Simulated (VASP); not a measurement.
A run of VASP 6.6.1 is set up as follows.

File INCAR:

```
SYSTEM = As
PREC = Accurate
ENCUT = 600
EDIFF = 1E-6
ISMEAR = -1
SIGMA = 0.05
LREAL = .False.
LASPH = .True.
NELM = 60
ALGO = Normal
ISIF = 3
LWAVE = .False.
LCHARG = .False.
METAGGA = R2SCAN
LMIXTAU = .True.
IBRION = 2
NSW = 40
EDIFFG = -0.01
```

File KPOINTS:

```
Automatic mesh
0
Gamma
  10 10 10
  0 0 0
```

File POSCAR:

```
As
1.0
    2.7036817444      0.0000000000      0.0000000000
    0.0000000000      2.7036817444      0.0000000000
    0.0000000000      0.0000000000      2.7036817444
As
1
Direct
    0.5000000000      0.5000000000      0.5000000000
```

Potentials or basis: VASP PAW PBE potentials, release 64 (As).

Launch:

```bash
$ cat potpaw_PBE.64/As/POTCAR > POTCAR
$ mpirun -np 1 vasp_std > vasp.out
```

Problem. What does it give for the space group after relaxing (to 0.05 Å)?

Solution. Pm-3m (No. 221).

Problem. Predict the relaxed volume.

Solution. 19.72 Å³/atom.

Final structure:
```
CELL_PARAMETERS angstrom
2.70153 0.00000 0.00000
0.00000 2.70153 0.00000
0.00000 0.00000 2.70153
ATOMIC_POSITIONS crystal
As 0.50000 0.50000 0.50000
```

Caveat: the PAW data sets were made with another functional, which shifts forces and pressure a little.
